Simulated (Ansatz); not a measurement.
## Ionic part of the dielectric constant of KI at 30 GPa, mode by mode

Theory: DFT PBE, scalar-relativistic, plane waves, PAW in Ansatz. Settings: 420 eV plane-wave cutoff, Γ-centred 8×8×8 mesh, fixed occupations. No spin polarisation. Phonons by linear response, acoustic sum rule imposed.

The structure is cubic, space group Fm-3m (No. 225). The conventional cell has a = 5.822 Å, b = 5.822 Å, c = 5.822 Å, α = 90.00°, β = 90.00°, γ = 90.00°. K (site symmetry m-3m) has 6 I at 2.91 Å as nearest neighbours. I (site symmetry m-3m) is surrounded by 6 K at 2.91 Å.

Spin–orbit coupling is left out, which matters for heavy elements. Other phases may be more stable at this pressure.

The primitive cell has V = 49.35 Å³ and ε∞,xx = 4.343. Each polar mode adds Δε = (4.92064×10⁷/V)·S/ν² along x, with S its oscillator strength in e²/amu, ν in cm⁻¹ and V in Å³.

Q: From these modes, find each Δε and ε0,xx.
```json
{"ν (cm⁻¹)": "266.4", "S_xx (e²/amu)": "0.0283"}
```

A:
```json
{"ν (cm⁻¹)": "266.4", "Δε": "0.40"}
```

The sum is 0.398, so ε0,xx = 4.74; the run's tensor has 4.74.

Q: Where do the longitudinal modes lie for a wave vector along x?

A: At 278 cm⁻¹. The Lyddane–Sachs–Teller product Π(ν_LO/ν_TO)² = 1.09 matches ε0/ε∞ = 1.09.

Cost: 1 run of about 1.6 core-minutes, on Arm Neoverse N1 (shared hosts).